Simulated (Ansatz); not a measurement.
# A plane-wave run on Nb

input.yaml (Ansatz 0.2.0)

```yaml
crystal:
  lattice:
    - [0.0, 2.079272, 2.079272]
    - [2.079272, 0.0, 2.079272]
    - [2.079272, 2.079272, 0.0]
  atoms:
    - { symbol: Nb, position: [0.0, 0.0, 0.0] }
  symmetry: { tolerance: 0.0003 }
kpoints:
  mp_grid: { grid: [14, 14, 14], shift: [0, 0, 0] }
  band_path:
    path:
      - [0.375, 0.375, 0.75]
      - [0.0, 0.0, 0.0]
      - [0.5, 0.5, 0.5]
      - [0.5, 0.25, 0.75]
      - [0.5, 0.0, 0.5]
    npoints: 13
magnetization:
  spin_polarized: false
scf:
  occupations: { method: fermi_dirac }
  lower_state_search: "off"
  max_iter: 200
hamiltonian:
  pseudopotentials: { kind: paw }
  xc: r2scan
basis:
  ecutwfc: 500
  fft_grid_basis: typed
output:
  forces: true
  stress: true
  eigenvalues: true
  bader: true
  populations: true
  elf: true
  write_potential: true
  volumetric_format: npy
  dos:
    e_range: [-12, 8]
    de: 0.05
    projected: { site_lists: { Nb: [Nb] } }
checkpoint:
  read: saved_state
```

The saved state is an earlier solution for the same cell, perhaps on another mesh. 

Output (shortened):

```
SCF iter   1: F=-4563.3052 eV  Δρ=8.98e-4  dr2=3.12e-5  dr2_τ=1.59e-3
SCF iter   2: F=-4563.3052 eV  Δρ=4.88e-4  dr2=9.32e-6  dr2_τ=9.99e-6
SCF iter   3: F=-4563.3052 eV  Δρ=4.34e-5  dr2=1.28e-7  dr2_τ=3.68e-7
SCF iter   4: F=-4563.3052 eV  Δρ=1.26e-5  dr2=8.27e-9  dr2_τ=8.97e-9
Free energy (F): -4563.3052 eV
Harris-Foulkes:  -4563.3052 eV  (|F-HF|=6.43e-8)
Internal energy: -4563.2596 eV  (E = F + TS)
E sigma→0 (E₀):  -4563.2824 eV
Entropy (-TS):   -0.0456 eV (-45.581 meV/atom)
Fermi energy:    18.1958 eV
--- Stress (GPa, compression-positive) ---
        7.0464       0.0000       0.0000
        0.0000       7.0464       0.0000
        0.0000       0.0000       7.0464
  P = ⅓ Tr σ = 7.0464 GPa (70.464 kbar)
--- Löwdin populations: 1 site ---
  site symbol       q [e]
     0     Nb     12.9412
  spilling = 0.0045 (of n_electrons = 13.0000)
--- Bader charges: 1 site ---
  site symbol  charge [e]  shift [e]
     0     Nb      0.0000     0.0000
```

Origin: a known structure type with other elements, at an estimated volume, so it need not be a known compound. Caveats: many states at the Fermi level without spin polarisation, so a magnetic state may lie lower.
